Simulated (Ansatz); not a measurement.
Input of an Ansatz 0.2.0 run:

Contents of input.yaml:

```yaml
crystal:
  lattice:
    - [2.4719999032, 0.0, 0.0]
    - [-1.2359999516, 2.1408147143, 0.0]
    - [0.0, 0.0, 4.02114408]
  atoms:
    - { symbol: Co, position: [0.6666666667, 0.3333333333, 0.75], spin: 2.0 }
    - { symbol: Co, position: [0.3333333333, 0.6666666667, 0.25], spin: 2.0 }
hamiltonian:
  xc: lda
  pseudopotentials: { kind: paw }
magnetization:
  spin_polarized: true
kpoints:
  mp_grid: { grid: [12, 12, 7] }
scf:
  occupations: { method: fermi_dirac, width: 0.05 }
output:
  forces: true
  stress: true
relax:
  f_tol: 0.01
  max_steps: 40
  cell: { stress_tol: 0.05 }
```

Potentials or basis: Ansatz PAW.

Command:

```sh
$ ansatz run input.yaml --threads 2 --pin off --max-ram 5632MiB --backend cpu --events-out ev --progress --plain --runs-dir out
```

What does it give for the site moments?

Co +1.54 μB.

Estimate the net moment.

2.98 μB per cell.

What does it give for the absolute moment?

3.17 μB per cell.

What does it give for the space group after relaxing (to 0.05 Å)?

P6_3/mmc (No. 194).

Final structure:
```
CELL_PARAMETERS angstrom
2.42758 0.00000 0.00000
-1.21379 2.10235 0.00000
0.00000 0.00000 3.91709
ATOMIC_POSITIONS crystal
Co 0.66667 0.33333 0.75000
Co 0.33333 0.66667 0.25000
```
